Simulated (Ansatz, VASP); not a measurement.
## MoS2 in VASP and in Ansatz

INCAR

```
PREC = Accurate ; ENCUT = 520
EDIFF = 1E-6 ; ISMEAR = 1
SIGMA = 0.05 ; LREAL = F
LASPH = T ; NELM = 100
ALGO = Normal ; ISIF = 2
LWAVE = F ; LCHARG = F
NBANDS = 20
```

Contents of KPOINTS:

```
Automatic mesh
0
Gamma
  10 10 5
```

POSCAR

```
MoS2
1.0
    3.2381875539      0.0000000000      0.0000000000
   -1.6190932753      2.8043520018      0.0000000000
    0.0000000000      0.0000000000      6.3334448252
Mo S
1 2
Direct
    0.0000000000      0.0000000000      0.5000000000
    0.3333333333      0.6666666667      0.2553190000
    0.6666666667      0.3333333333      0.7446810000
```

Input for Ansatz:

```yaml
crystal:
  lattice:
    - [3.238187553852169, 0.0, 0.0]
    - [-1.6190932752649425, 2.804352001770853, 0.0]
    - [0.0, 0.0, 6.333444825157782]
  atoms:
    - { symbol: Mo, position: [0.0, 0.0, 0.5] }
    - { symbol: S, position: [0.3333333333333333, 0.6666666666666666, 0.255319] }
    - { symbol: S, position: [0.6666666666666666, 0.3333333333333333, 0.744681] }
basis:
  ecutwfc: 500.0
kpoints:
  mp_grid:
    grid: [10, 10, 5]
hamiltonian:
  xc: lda
scf:
  occupations:
    method: cold
    width: 0.05
output:
  stress: true
```

Measurements of this composition are mostly on another form, of space group No. 194.

Alike in both runs: task single point; functional LDA; k mesh 10 × 10 × 5; no spin polarisation.

```csv
,VASP,Ansatz
version,VASP 6.6.1,Ansatz 0.2.0
potentials or method,"VASP PAW LDA potentials, release 64 (Mo_sv, S)","plane waves, PAW"
plane-wave cutoff (eV),520,500
occupations,"methfessel-paxton of order 1, width 0.05 eV","cold, width 0.05 eV"
valence electrons in the cell,26,26
```

Ansatz gave:

```
pressure (GPa)                                  : -7.1
largest component of the traceless stress (GPa) : 2.33
```

**Question.** Which values does VASP return?

**Answer.** Pressure (GPa): -7.0; largest component of the traceless stress (GPa): 2.36.
